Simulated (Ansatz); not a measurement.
Program: Ansatz. Geometries: PBE0-D4/def2-TZVP. ΔE: electronic, gas phase. CCSD(T)/CBS is the MP2 limit (def2-TZVPP, def2-QZVPP) plus CCSD(T) − MP2 in def2-TZVPP, frozen cores. Functionals use def2-TZVPP. Elements past krypton have def2 core potentials. For Sn outer-core shells are correlated without core-valence functions, which leaves a few kJ/mol of doubt a bond. Each species was taken in one conformer, which may not be the lowest.

Consider the ligand exchange at the Al–S bond: `[AlH2][S][SnH3]` + tert-butanol → `CC(C)(C)[O][AlH2]` + `[SH][SnH3]`.

CCSD(T)/CBS gives -1.2 kcal/mol.

(1) Another level gave -1.4 kcal/mol. Which?
A. CAM-B3LYP-D4/def2-TZVPP
B. r2SCAN/def2-TZVPP
C. PBE0/def2-TZVPP
D. B2PLYP/def2-TZVPP

Largest T1 diagnostic among the species: 0.013.

Answers

(1) B. r2SCAN -1.4, B2PLYP -3.1, PBE0 0.2, CAM-B3LYP-D4 -4.7 kcal/mol.

At CCSD(T), def2-SVP lies −2.2 kcal/mol from the extrapolated value and def2-TZVPP −1.0 kcal/mol. Leaving LDA and LC-ωPBE aside and taking each functional with its dispersion term where it has one, the values, not all of them listed here, spread over 4.6 kcal/mol, from CAM-B3LYP-D4 to HSE06-D4. LDA lies −1.1 kcal/mol from PBE without D4.

CCSD(T)/CBS has its own doubt, a few kJ/mol and more with outer-core shells, so smaller differences from it don't rank the levels.
